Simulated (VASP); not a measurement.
# SnTe (Fm-3m) in VASP: a series of runs

SnTe is run at these levels: PBE; tasks: single point, relaxation of cell and atoms.

All numbers are computed with VASP 6.6.1; they aren't measurements. Logs are shortened: lines on timing, memory, paths and dates and some standing lists are left out, and cuts for length are marked.

**Measured values to compare with.**

From a printed reference work, textbook, for a bulk crystal of SnTe at 300 K: band gap 0.18 eV (direct).

The results are compared with them further down.

## 1. The cell of the first run

It takes space group Fm-3m (No. 225, cubic). The conventional cell has a = 5.846 Å, b = 5.846 Å, c = 5.846 Å, α = 90.00°, β = 90.00°, γ = 90.00°. Sn (site symmetry m-3m) has 6 Te at 2.92 Å within 3.8 Å. Within 3.8 Å of Te (site symmetry m-3m) lie 6 Sn at 2.92 Å.

## 2. Single point, PBE

File INCAR:

```
SYSTEM = SnTe
PREC = Accurate
ENCUT = 520
EDIFF = 1E-6
ISMEAR = 1
SIGMA = 0.1
LREAL = .False.
LASPH = .True.
NELM = 80
ALGO = Normal
ISIF = 2
LWAVE = .False.
LCHARG = .False.
GGA = PE
NBANDS = 17
```

File KPOINTS:

```
Automatic mesh
0
Gamma
  6 6 6
  0 0 0
```

File POSCAR:

```
SnTe
1.0
    0.0000000000      2.9227505908      2.9227505908
    2.9227505908      0.0000000000      2.9227505908
    2.9227505908      2.9227505908      0.0000000000
Sn Te
1 1
Direct
    0.0000000000      0.0000000000      0.0000000000
    0.5000000000      0.5000000000      0.5000000000
```

Potentials or basis: VASP PAW PBE potentials, release 64 (Sn_d, Te).

Started as:

```sh
> cat potpaw_PBE.64/Sn_d/POTCAR potpaw_PBE.64/Te/POTCAR > POTCAR
> mpirun -np 1 vasp_std > vasp.out
```

OUTCAR:

```text
SYSTEM = SnTe
   PREC = Accurate
   ENCUT = 520
   EDIFF = 1E-6
   ISMEAR = 1
   LREAL = .False.
   LASPH = .True.
   NELM = 80
   ISIF = 2
   GGA = PE

 ion  position               nearest neighbor table
   1  0.000  0.000  0.000-   2 2.92   2 2.92   2 2.92   2 2.92   2 2.92   2 2.92
   2  0.500  0.500  0.500-   1 2.92   1 2.92   1 2.92   1 2.92   1 2.92   1 2.92

  LATTYP: Found a face centered cubic cell.
 ALAT       =     5.8455011816

  Lattice vectors:

 A1 = (   0.0000000000,   2.9227505908,   2.9227505908)
 A2 = (   2.9227505908,   0.0000000000,   2.9227505908)
 A3 = (   2.9227505908,   2.9227505908,   0.0000000000)

Analysis of symmetry for initial positions (statically):
=====================================================================
 Subroutine PRICEL returns:
 Original cell was already a primitive cell.

 Routine SETGRP: Setting up the symmetry group for a
 face centered cubic supercell.

 Subroutine GETGRP returns: Found 48 space group operations
 (whereof 48 operations were pure point group operations)
 out of a pool of 48 trial point group operations.

The static configuration has the point symmetry O_h .

Analysis of symmetry for dynamics (positions and initial velocities):
=====================================================================
 Subroutine PRICEL returns:
 Original cell was already a primitive cell.

 Routine SETGRP: Setting up the symmetry group for a
 face centered cubic supercell.

 Subroutine GETGRP returns: Found 48 space group operations
 (whereof 48 operations were pure point group operations)
 out of a pool of 48 trial point group operations.

The dynamic configuration has the point symmetry O_h .

 Subroutine INISYM returns: Found 48 space group operations
 (whereof 48 operations are pure point group operations),
 and found     1 'primitive' translations

----------------------------------------------------------------------------------------

                                     Primitive cell

  volume of cell :      49.9350

  direct lattice vectors                    reciprocal lattice vectors
     0.000000000  2.922750591  2.922750591    -0.171071730  0.171071730  0.171071730
     2.922750591  0.000000000  2.922750591     0.171071730 -0.171071730  0.171071730
     2.922750591  2.922750591  0.000000000     0.171071730  0.171071730 -0.171071730

  length of vectors
     4.133393525  4.133393525  4.133393525     0.296304928  0.296304928  0.296304928

  position of ions in fractional coordinates (direct lattice)
     0.000000000  0.000000000  0.000000000
     0.500000000  0.500000000  0.500000000

  ion indices of the primitive-cell ions
   primitive index   ion index
                 1           1
                 2           2

----------------------------------------------------------------------------------------

 KPOINTS: Automatic mesh

Automatic generation of k-mesh.
 Grid dimensions read from file:
 generate k-points for:    6    6    6

 Generating k-lattice:

  Cartesian coordinates                     Fractional coordinates (reciprocal lattice)
    -0.028511955  0.028511955  0.028511955     0.166666667  0.000000000  0.000000000
     0.028511955 -0.028511955  0.028511955     0.000000000  0.166666667  0.000000000
     0.028511955  0.028511955 -0.028511955     0.000000000  0.000000000  0.166666667

  Length of vectors
     0.049384155  0.049384155  0.049384155

  Shift w.r.t. Gamma in fractional coordinates (k-lattice)
     0.000000000  0.000000000  0.000000000

 Subroutine IBZKPT returns following result:
 ===========================================

 Found     16 irreducible k-points:

 Following reciprocal coordinates:
            Coordinates               Weight
  0.000000  0.000000  0.000000      1.000000
  0.166667  0.000000  0.000000      8.000000
  0.333333  0.000000  0.000000      8.000000
  0.500000  0.000000  0.000000      4.000000
  0.166667  0.166667  0.000000      6.000000
  0.333333  0.166667  0.000000     24.000000
[... 8 lines left out ...]
 -0.333333  0.333333  0.166667     24.000000
 -0.333333  0.500000  0.166667     12.000000
   k-points           NKPTS =     16   k-points in BZ     NKDIM =     16   number of bands    NBANDS=     17
   number of dos      NEDOS =    301   number of ions     NIONS =      2
   total plane-waves  NPLWV =  32768
   dimension x,y,z NGX =    32 NGY =   32 NGZ =   32
   dimension x,y,z NGXF=    64 NGYF=   64 NGZF=   64
   ions per type =               1   1
   NGX,Y,Z   is equivalent  to a cutoff of  12.87, 12.87, 12.87 a.u.
   NGXF,Y,Z  is equivalent  to a cutoff of  25.74, 25.74, 25.74 a.u.
 SYSTEM =  SnTe
   PREC   = accura    normal or accurate (medium, high low for compatibility)
   ISTART =      0    job   : 0-new  1-cont  2-samecut
   ICHARG =      2    charge: 1-file 2-atom 10-const
   ISPIN  =      1    spin polarized calculation?
   LNONCOLLINEAR =      F non collinear calculations
   LSORBIT =      F    spin-orbit coupling
[... 25 lines left out ...]
  Fermi-wavevector in a.u.,A,eV,Ry     =   1.206747  2.280422 19.813342  1.456240
  Thomas-Fermi vector in A             =   2.342406
   LORBIT       =      0    0 simple, 1 ext, 2 COOP (PROOUT), +10 PAW based schemes
   GGA     = PE    functional components
   LHFCALC =     F    Hartree Fock is set to
   AEXX    =    0.0000 exact exchange contribution
   IVDW    =     0    specifies the selected vdW correction
   LEPSILON=     F    determine dielectric tensor
   LRPA    =     F    only Hartree local field effects (RPA)
 non-spin polarized calculation
 Methfessel and Paxton  Order N= 1 SIGMA  =   0.10
  energy-cutoff  :      520.00
  volume of cell :       49.94
 maximum number of plane-waves:      1363
   NGX = 15   NGY = 15   NGZ = 15

 number of electron      19.9999993 magnetization

 Free energy of the ion-electron system (eV)
  ---------------------------------------------------
  ext. energy  EPLUGINS =         0.00000000
  ---------------------------------------------------
  free energy    TOTEN  =        -6.77211498 eV

  energy without entropy =       -6.77075459  energy(sigma->0) =       -6.77166152

 E-fermi :  10.3006     XC(G=0): -10.5512

 val. band max:       10.0476550322   @ k =   0.5000   0.0000   0.0000
 cond. band min:      10.3208349231   @ k =  -0.1667   0.1667   0.0000
 fundamental gap:      0.2731798909
 Fermi energy:        10.3006101490

 k-point     1 :       0.0000    0.0000    0.0000
  band No.  band energies     occupation
      1     -12.0445      2.00000
      2     -12.0445      2.00000
      3     -12.0202      2.00000
      4     -12.0202      2.00000
      5     -12.0202      2.00000
      6      -4.6276      2.00000
[... 9 lines left out ...]
     16      14.4081      0.00000
     17      16.1788      0.00000

 k-point     2 :       0.1667    0.0000    0.0000
  band No.  band energies     occupation
      1     -12.0482      2.00000
      2     -12.0482      2.00000
      3     -12.0196      2.00000
      4     -12.0162      2.00000
      5     -12.0162      2.00000
      6      -4.3104      2.00000
[... 9 lines left out ...]
     16      15.0861      0.00000
     17      18.4279      0.00000

 k-point     3 :       0.3333    0.0000    0.0000
  band No.  band energies     occupation
      1     -12.0569      2.00000
      2     -12.0569      2.00000
      3     -12.0186      2.00000
      4     -12.0072      2.00000
      5     -12.0072      2.00000
      6      -3.4396      2.00000
[... 9 lines left out ...]
     16      16.8658      0.00000
     17      22.3543      0.00000

 k-point     4 :       0.5000    0.0000    0.0000
  band No.  band energies     occupation
      1     -12.0615      2.00000
      2     -12.0615      2.00000
      3     -12.0182      2.00000
      4     -12.0025      2.00000
      5     -12.0025      2.00000
      6      -2.6933      2.00000
[... 9 lines left out ...]
     16      19.1547      0.00000
     17      19.8523      0.00000
[... 183 lines left out ...]
      1     -12.0777      2.00000
      2     -12.0468      2.00000
      3     -12.0203      2.00000
      4     -12.0040      2.00000
      5     -11.9995      2.00000
      6      -2.7413      2.00000
[... 9 lines left out ...]
     16      18.6920      0.00000
     17      19.7167      0.00000

 k-point    15 :      -0.3333    0.3333    0.1667
  band No.  band energies     occupation
      1     -12.0795      2.00000
      2     -12.0506      2.00000
      3     -12.0128      2.00000
      4     -12.0100      2.00000
      5     -11.9955      2.00000
      6      -2.1693      2.00000
[... 9 lines left out ...]
     16      20.3929      0.00000
     17      20.4732      0.00000

 k-point    16 :      -0.3333    0.5000    0.1667
  band No.  band energies     occupation
      1     -12.0912      2.00000
      2     -12.0426      2.00000
      3     -12.0220      2.00000
      4     -12.0021      2.00000
      5     -11.9916      2.00000
      6      -1.9909      2.00000
[... 9 lines left out ...]
     16      21.2637      0.00000
     17      21.6084      0.00000

------------------------ aborting loop because EDIFF is reached ----------------------------------------

  FORCE on cell =-STRESS in cart. coord.  units (eV):
  Direction    XX          YY          ZZ          XY          YZ          ZX
  --------------------------------------------------------------------------------------
  -------------------------------------------------------------------------------------
  Total        6.2244755      6.2244755      6.2244755      0.0000000      0.0000000     -0.0000000
  in kB      199.7138020    199.7138020    199.7138020      0.0000000      0.0000000     -0.0000000
  external PRESSURE =     199.7138020 kB  Pullay stress =       0.0000000 kB

 VOLUME and BASIS-vectors are now :
 -----------------------------------------------------------------------------
  energy-cutoff  :      520.00
  volume of cell :       49.94
      direct lattice vectors                 reciprocal lattice vectors
     0.000000000  2.922750591  2.922750591    -0.171071730  0.171071730  0.171071730
     2.922750591  0.000000000  2.922750591     0.171071730 -0.171071730  0.171071730
     2.922750591  2.922750591  0.000000000     0.171071730  0.171071730 -0.171071730

 POSITION                                       TOTAL-FORCE (eV/Angst)
 -----------------------------------------------------------------------------------
      0.00000      0.00000      0.00000        -0.000000     -0.000000     -0.000000
      2.92275      2.92275      2.92275         0.000000      0.000000      0.000000
 -----------------------------------------------------------------------------------
    total drift:                                0.000000     -0.000000     -0.000000

  FREE ENERGIE OF THE ION-ELECTRON SYSTEM (eV)
  ---------------------------------------------------
  free  energy   TOTEN  =        -6.7721149803 eV

  energy  without entropy=       -6.7707545896  energy(sigma->0) =       -6.77166152
```

Run time: 12 s. Hardware: 1 thread of AMD EPYC 7R13 (Zen 3), shared host; peak memory 0.14 GiB.

What came out:

```
Free energy            : -6.7721 eV
Pressure               : 20.0 GPa
Band gap on the k mesh : zero (band 10 reaches 10.32 eV, above the bottom of band 11 at 10.05 eV)
```

Caveat: spin-orbit coupling is left out, which moves the levels of the heavy elements.

## 3. Single point, PBE

This run uses another cell than the first one, of 32.98 Å³/atom, 1.321 times its volume.

File INCAR:

```
PREC = Accurate
ENCUT = 520
EDIFF = 1E-6
ISMEAR = 1
SIGMA = 0.1
LREAL = False
LASPH = True
NELM = 100
ALGO = Normal
ISIF = 2
LWAVE = False
LCHARG = True
GGA = PE
LELF = True
LVHAR = True
NBANDS = 17
```

File KPOINTS:

```
regular mesh
0
Gamma
  6 6 6
```

File POSCAR:

```
SnTe
1.0
    0.0000000000      3.2068473298      3.2068473298
    3.2068473298      0.0000000000      3.2068473298
    3.2068473298      3.2068473298      0.0000000000
Sn Te
1 1
Direct
    0.0000000000      0.0000000000      0.0000000000
    0.5000000000      0.5000000000      0.5000000000
```

Potentials or basis: VASP PAW PBE potentials, release 64 (Sn_d, Te).

Started as:

```sh
> cat potpaw_PBE.64/Sn_d/POTCAR potpaw_PBE.64/Te/POTCAR > POTCAR
> mpirun -np 1 vasp_std > vasp.out
```

Run time: 21 s. Hardware: 1 thread of AMD EPYC 7R13 (Zen 3), shared host; peak memory 0.17 GiB.

Results (log left out):

```
Free energy            : -7.5647 eV
Pressure               : -0.1 GPa
Band gap on the k mesh : 0.06 eV, direct
```

Levels at points of the mesh, in eV from the valence-band top:
| k point | band 7 | band 8 | band 9 | band 10 | band 11 | band 12 | band 13 | band 14 |
| --- | --- | --- | --- | --- | --- | --- | --- | --- |
| (0.00, 0.00, 0.00) | -4.87 | -1.99 | -1.99 | -1.99 | 3.25 | 3.25 | 3.25 | 4.86 |
| (0.50, 0.00, 0.00) | -8.05 | -1.67 | -1.67 | 0.00 | 0.06 | 0.46 | 0.46 | 7.67 |
| (0.50, 0.50, 0.00) | -6.42 | -5.20 | -3.48 | -3.48 | 2.39 | 4.68 | 4.68 | 6.01 |

Caveat: spin-orbit coupling is left out, which moves the levels of the heavy elements.

## 4. Relaxation of cell and atoms, PBE

This run uses another cell than the first one, of 31.28 Å³/atom, 1.253 times its volume.

File INCAR:

```
SYSTEM = SnTe
PREC     = Accurate       ! precision mode
ENCUT    = 600            ! plane-wave cutoff, eV
EDIFF    = 1E-6           ! SCF threshold, eV
ISMEAR   = 1              ! smearing method
SIGMA    = 0.1            ! smearing width, eV
LREAL    = .False.        ! projectors in reciprocal space
LASPH    = .True.         ! aspherical terms in the spheres
NELM     = 100            ! most SCF steps
ALGO     = Normal         ! electronic algorithm
ISIF     = 3              ! what is computed and relaxed
LWAVE    = .False.        ! write WAVECAR
LCHARG   = .False.        ! write CHGCAR
GGA      = PE             ! functional
IBRION   = 2              ! ionic algorithm
NSW      = 60             ! ionic steps
EDIFFG   = -0.005         ! ionic threshold
```

File KPOINTS:

```
regular mesh
0
Gamma
  6 6 6
  0 0 0
```

File POSCAR:

```
SnTe
1.0
    0.0000000000      3.1508500000      3.1508500000
    3.1508500000      0.0000000000      3.1508500000
    3.1508500000      3.1508500000      0.0000000000
Sn Te
1 1
Direct
    0.0000000000      0.0000000000      0.0000000000
    0.5000000000      0.5000000000      0.5000000000
```

Started as:

```sh
> cat potpaw_PBE.64/Sn_d/POTCAR potpaw_PBE.64/Te/POTCAR > POTCAR
> mpirun -np 1 vasp_std > vasp.out
```

It took 36 s on 1 thread of AMD EPYC 7R13 (Zen 3), shared host; peak memory 0.19 GiB.

The run converged. Its results:

| Property | Result |
| --- | --- |
| Free energy | -7.5645 eV |
| Relaxed volume | 32.95 Å³/atom |
| Relaxed cell | a = 4.534 Å, b = 4.534 Å, c = 4.534 Å, α = 60.00°, β = 60.00°, γ = 60.00° |
| Space group after relaxing (to 0.05 Å) | Fm-3m (No. 225) |
| Energy gained by relaxing | 11.1 meV/atom |
| Ionic steps | 3 |
| Pressure after relaxing | 0.0 GPa |
| Band gap on the k mesh | 0.05 eV, direct |

The path:
| step | energy change (eV) | largest force (eV/Å) | pressure (GPa) | volume (Å³) |
| --- | --- | --- | --- | --- |
| 1 | 0.0000 | 0.0000 | 2.22 | 62.56 |
| 2 | -0.0212 | 0.0000 | -0.36 | 66.56 |
| 3 | -0.0221 | 0.0000 | -0.02 | 65.90 |

Final structure:
```cif
data_structure
_symmetry_space_group_name_H-M 'P 1'
_symmetry_Int_Tables_number 1
_cell_length_a 4.5339
_cell_length_b 4.5339
_cell_length_c 4.5339
_cell_angle_alpha 60.000
_cell_angle_beta 60.000
_cell_angle_gamma 60.000
_cell_volume 65.90
loop_
_atom_site_label
_atom_site_type_symbol
_atom_site_fract_x
_atom_site_fract_y
_atom_site_fract_z
_atom_site_occupancy
Sn1 Sn 0.00000 0.00000 0.00000 1
Te1 Te 0.50000 0.50000 0.50000 1
```

Levels at points of the mesh, in eV from the valence-band top:
```
           k point  band 8  band 9  band 10  band 11  band 12  band 13
(0.00, 0.00, 0.00)   -1.99   -1.99    -1.99     3.25     3.25     3.25
(0.50, 0.00, 0.00)   -1.67   -1.67     0.00     0.05     0.45     0.45
(0.50, 0.50, 0.00)   -5.20   -3.48    -3.48     2.39     4.68     4.68
```

Caveat: spin-orbit coupling is left out, which moves the levels of the heavy elements. PBE usually gives volumes a little too large and moduli too small.

## 5. Relaxation of cell and atoms, PBE, target pressure 20 GPa, at which the enthalpy is minimised

This run uses another cell than the first one, of 31.28 Å³/atom, 1.253 times its volume.

File INCAR:

```
PREC = Accurate
ENCUT = 600
EDIFF = 1E-7
ISMEAR = 1
SIGMA = 0.1
LREAL = F
LASPH = T
NELM = 60
ALGO = Normal
ISIF = 3
LWAVE = F
LCHARG = F
GGA = PE
IBRION = 2
NSW = 60
EDIFFG = -0.005
PSTRESS = 200.0
```

File KPOINTS:

```
Automatic mesh
0
Gamma
  6 6 6
```

POSCAR is that of step 4.

Started as:

```sh
> cat potpaw_PBE.64/Sn_d/POTCAR potpaw_PBE.64/Te/POTCAR > POTCAR
> mpirun -np 1 vasp_std > vasp.out
```

It took 83 s on 1 thread of AMD EPYC 7R13 (Zen 3), shared host; peak memory 0.19 GiB.

It converged, with:

```
Free energy                                            : -6.7750 eV
Relaxed volume                                         : 24.98 Å³/atom
Relaxed cell                                           : a = 4.134 Å, b = 4.134 Å, c = 4.134 Å, α = 60.00°, β = 60.00°, γ = 60.00°
Space group after relaxing (to 0.05 Å)                 : Fm-3m (No. 225)
Energy change on relaxing (the enthalpy is what falls) : +383.7 meV/atom
Ionic steps                                            : 5
Pressure after relaxing                                : 20.0 GPa
Band gap on the k mesh                                 : zero (band 10 reaches 10.31 eV, above the bottom of band 11 at 10.04 eV)
```

Step by step:
```tsv
step	energy change (eV)	largest force (eV/Å)	pressure (GPa)	volume (Å³)
1	0.0000	0.0000	2.25	62.56
2	4.9126	0.0000	92.03	36.14
3	0.6259	0.0000	17.11	51.18
4	0.7276	0.0000	19.21	50.28
5	0.7674	0.0000	20.00	49.95
```

Final structure:
```
Sn Te
1.0
     0.00000    2.92311    2.92311
     2.92311    0.00000    2.92311
     2.92311    2.92311    0.00000
Sn Te
1 1
Cartesian
  0.0000 0.0000 0.0000
  2.9231 2.9231 2.9231
```

Levels at points of the mesh, in eV from the Fermi level:
| k point | band 7 | band 8 | band 9 | band 10 | band 11 | band 12 | band 13 | band 14 |
| --- | --- | --- | --- | --- | --- | --- | --- | --- |
| (0.00, 0.00, 0.00) | -3.77 | -2.99 | -2.99 | -2.99 | 3.62 | 3.62 | 3.62 | 4.11 |
| (0.50, 0.00, 0.00) | -9.99 | -2.57 | -2.57 | -0.35 | -0.25 | -0.25 | 0.51 | 8.26 |
| (0.50, 0.50, 0.00) | -7.56 | -6.89 | -5.15 | -5.15 | 1.00 | 5.93 | 5.93 | 8.05 |

Caveat: the cell is relaxed towards a set pressure, so the enthalpy falls and the energy may rise; the volume moved by over 15 % at a fixed basis, so the end points are rough; spin-orbit coupling is left out, which moves the levels of the heavy elements.

## 6. The runs side by side

```csv
task,cell,cutoff (eV),gap on the mesh (eV),pressure (GPa)
single point,"a = 4.133 Å, angles 60.0°, 2 atoms",520,none,20.0
single point,"a = 4.535 Å, angles 60.0°, 2 atoms",520,0.06,-0.1
relaxation of cell and atoms,"relaxed from a = 4.456 Å, angles 60.0°, 2 atoms",600,0.05,0.0
relaxation of cell and atoms,"relaxed to 20 GPa from a = 4.456 Å, angles 60.0°, 2 atoms",600,none,20.0
```

Alike in all rows: level PBE; potentials or basis VASP PAW PBE potentials, release 64 (Sn_d, Te); no spin polarisation; k mesh 6 × 6 × 6; smearing methfessel-paxton 0.1 eV.

Caveats: spin-orbit coupling is left out, which moves the levels of the heavy elements; the cell is relaxed towards a set pressure, so the enthalpy falls and the energy may rise (some runs); the volume moved by over 15 % at a fixed basis, so the end points are rough (some runs).

Absolute energies hang on the potentials; compare differences alone.

## 7. Comparison with measurements

Step 3. Measured gap of SnTe: 0.18 eV (direct; 300 K; a printed reference work, textbook). This calculation gives 0.06 eV (-0.12 eV). Spin-orbit coupling on Sn, Te is left out. The value is that of PBE on a finite k mesh, which can miss the band edges, without temperature or zero-point motion. Semilocal functionals fall short of measured gaps as a rule.
